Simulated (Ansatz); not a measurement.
The system is SrO.

```
Sr O
1.0
     0.00000    2.56630    2.56630
     2.56630    0.00000    2.56630
     2.56630    2.56630    0.00000
Sr O
1 1
Direct
  0.50000 0.50000 0.50000
  0.00000 0.00000 0.00000
```

* Program: Ansatz 0.2.0
* Task: relaxation of cell and atoms
* Functional: RPBE
* Dispersion: D3(BJ)
* Potentials or basis: Ansatz PAW
* Cutoff: 420 eV (not typed: the program's choice for these potentials)
* k mesh: 9 × 9 × 9
* Occupations: fermi-dirac, width 0.05 eV
* Spin: no spin polarisation

At the start: volume 16.90 Å³/atom.

Where does the relaxation end?

It ends after 7 steps and the volume is 14.72 Å³/atom (-12.9 %); space group Fm-3m (No. 225, to 0.05 Å).

Step by step:
| step | energy change (eV) | largest force (eV/Å) | volume (Å³) |
| --- | --- | --- | --- |
| 1 | 0.0000 | 0.0000 | 33.80 |
| 2 | -0.2247 | 0.0000 | 29.10 |
| 3 | -0.2260 | 0.0000 | 29.62 |
| 4 | -0.2264 | 0.0000 | 29.51 |
| 5 | -0.2222 | 0.0000 | 29.51 |
| 6 | -0.2224 | 0.0000 | 29.45 |
| 7 | -0.2223 | 0.0000 | 29.45 |

Final structure:
```
Sr O
1.0
     0.00000    2.45092    2.45092
     2.45092    0.00000    2.45092
     2.45092    2.45092    0.00000
Sr O
1 1
Cartesian
  2.4509 2.4509 2.4509
  0.0000 0.0000 0.0000
```

Caveat: the plane-wave basis is chosen anew once the cell has moved, so the energies of steps on either side of that aren't comparable; the pressure holds a Pulay correction of +0.3 GPa for the finite cutoff; the volume moved by -13 % from the deposited cell, more than functionals usually miss; the PAW data sets come from PBE, with cores solved anew for the run's functional, which leaves a small shift of forces and pressure.
